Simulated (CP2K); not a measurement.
## ZnAu under changes of volume

One of the cells (15.583 Å³/atom); the others are scaled copies at fixed shape and fractional positions:

```
CELL_PARAMETERS angstrom
3.14700 0.00000 0.00000
0.00000 3.14700 0.00000
0.00000 0.00000 3.14700
ATOMIC_POSITIONS crystal
Au 0.00000 0.00000 0.00000
Zn 0.50000 0.50000 0.50000
```

| Property | Result |
| --- | --- |
| Program | CP2K 2026.2 |
| Functional | PBE |
| Potentials or basis | POTENTIAL_UZH Au GTH-PBE-q19, Zn GTH-PBE-q12; TZVP-MOLOPT-PBE-GTH basis |
| Density cutoff | 8163 eV |
| k mesh | 8 × 8 × 8 |
| Occupations | fermi-dirac, width 0.05 eV |
| Spin | no spin polarisation |

```tsv
volume (Å³/atom)	energy over the lowest point (meV/atom)	pressure (GPa)
14.648	?	?
14.960	38.47	11.7
15.272	21.62	8.0
15.583	8.95	4.9
15.895	1.96	2.2
16.207	0.00	-0.2
16.518	2.51	-2.4
```

Q: What does the run at 14.648 Å³/atom give?

A: Energy over the lowest point 65.10 meV/atom; pressure 15.6 GPa.

Worked out: A Birch-Murnaghan fit of order 3 (a polynomial in V^(-2/3)) to the other rows has its minimum at 16.19 Å³/atom with B0 = V·E''(V) = 132 GPa (rough, since the energies scatter). It gives 60.60 meV/atom at 14.648 Å³/atom, against the run's 65.10, and -dE/dV = 12.5 GPa, against 15.6.

Energies are extrapolated to zero smearing.

Caveats: the basis of atomic orbitals isn't converged, which shifts pressures, moduli and gaps.
